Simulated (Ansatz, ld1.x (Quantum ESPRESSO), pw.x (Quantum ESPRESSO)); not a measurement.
Pd: does the TM potential hold in the solid?

Pd (Z = 46), norm-conserving Troullier–Martins (Kleinman–Bylander form), made with ld1.x (Quantum ESPRESSO) 7.5 (PBE, scalar-relativistic). Core [Kr], reference 4d10 5s0 5p0. Waves: 5p (bound, empty): rc 3.90 bohr; 4d (bound): rc 1.40 bohr; 5s (bound, empty): rc 2.15 bohr. Local part: the s channel. Core correction: a·sin(br)/r model core inside 0.76 bohr.

Atomic tests: cutoffs needed: 70 Ry and 90 Ry (the cutoffs (Ry, on a coarse ladder) from which the occupation-weighted sum of valence levels, in a spherical-Bessel basis at the reference potential, stays within 10 and 1 mRy of its value at 400 Ry); ghost test: no extra level below or beside the all-electron valence levels (p, d, s, f tested) (spherical-Bessel basis up to 400 Ry, 20 bohr box); configuration tests: 1 of 7 tests not solved or not reliable.

Crystal test: sc Pd in pw.x 7.5, no spin, 13³ k-points, Fermi–Dirac smearing 0.01 Ry, cutoffs 110/440 Ry. The reference is all-electron LAPW (Ansatz 0.2.0) with the same functional, mesh and smearing; V0 and B0 come from Birch–Murnaghan fits to the pressures at five volumes. Errors are pseudo minus all-electron; Δ is the rms difference of the E(V) curves that follow from these fits, minima aligned, over ±6 % about the mean V0. Mesh and smearing are coarse, so the numbers serve the comparison and aren't converged zero-temperature values; the lattice is a test structure that the element need not adopt.

All-electron: a0 = 2.615 Å (V0 = 17.89 Å³/atom), B0 = 120.2 GPa.

How far does the potential miss the all-electron equation of state?

mean pressure error (GPa): +7.72. The pressure does not cross zero within the volumes sampled, so no fit is given. The largest radius (3.90 bohr) exceeds half the bond length (2.47 bohr), so the spheres overlap, which is one possible source of error among others. This is a poor potential for the solid. Atomic configuration tests: 1 of 7 tests not solved or not reliable.

```tsv
V (Å³/atom)	P all-electron (GPa)	P pseudo (GPa)
17.046	6.62	16.05
17.494	2.85	11.30
17.943	-0.36	7.25
18.392	-3.09	3.79
18.840	-5.40	0.82
```

At the middle volume, how do free energy and pressure move when the wave cutoff is lowered (ecutrho kept at four times it)?

```json
{"cutoff (Ry)": "50", "shift of F (meV/atom)": "+1596.8", "shift of P (GPa)": "-73.95"}
{"cutoff (Ry)": "66", "shift of F (meV/atom)": "+92.9", "shift of P (GPa)": "-7.61"}
{"cutoff (Ry)": "88", "shift of F (meV/atom)": "+10.7", "shift of P (GPa)": "+0.40"}
```

The run at the middle volume (84 k-points, 8 iterations) took about 25 s on one core of a shared host (Neoverse-V1, 32 threads, 247 GiB, load 23).
